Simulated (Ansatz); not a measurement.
# Migration of P in MoP

Method: DFT PBE, scalar-relativistic, plane waves, PAW in Ansatz. Run with 420 eV cutoff, 4×4×4 k-mesh, Gaussian smearing of 0.10 eV, no spin polarisation.

Host crystal, relaxed:

```yaml
crystal:
  lattice:
    - [3.24104, 0.00000, 0.00000]
    - [-1.62052, 2.80683, 0.00000]
    - [0.00000, 0.00000, 3.19523]
  atoms:
    - { symbol: Mo, position: [0.00000, 0.00000, 0.00000] }
    - { symbol: P, position: [0.33333, 0.66667, 0.50000] }
```

In a supercell of 16 host sites, interstitial P hops to an equivalent place, moving 1.26 Å between the relaxed ends. Climbing-image nudged elastic band at fixed cell with images 0 (start) to 4 (end), the path measured over all atoms, converged to 0.05 eV/Å; the order of the saddle wasn't checked, and the small cell leaves errors of about a tenth of an eV.

Supercell rows in host cell vectors: 0 0 -2; 2 0 0; -2 -2 0. P was set at (0.125, 0.562, 0.000) of the host cell.

At the relaxed start P has 1 P at 1.93 Å, 3 Mo at 2.22 Å, 1 P at 2.23 Å.

A cell with an odd number of electrons and no spin polarisation is a metal by construction and may be lower with spin.

(1) How high is the barrier, and where does the atom pass?

Answers

(1) 0.80 eV at image 2, where P has 2 P at 2.07 Å, 3 Mo at 2.16 Å.

Cost: 1 run of about 26 core-minutes, on Intel Xeon Processor @ 2.50GHz (Skylake/Cascade Lake) (shared hosts).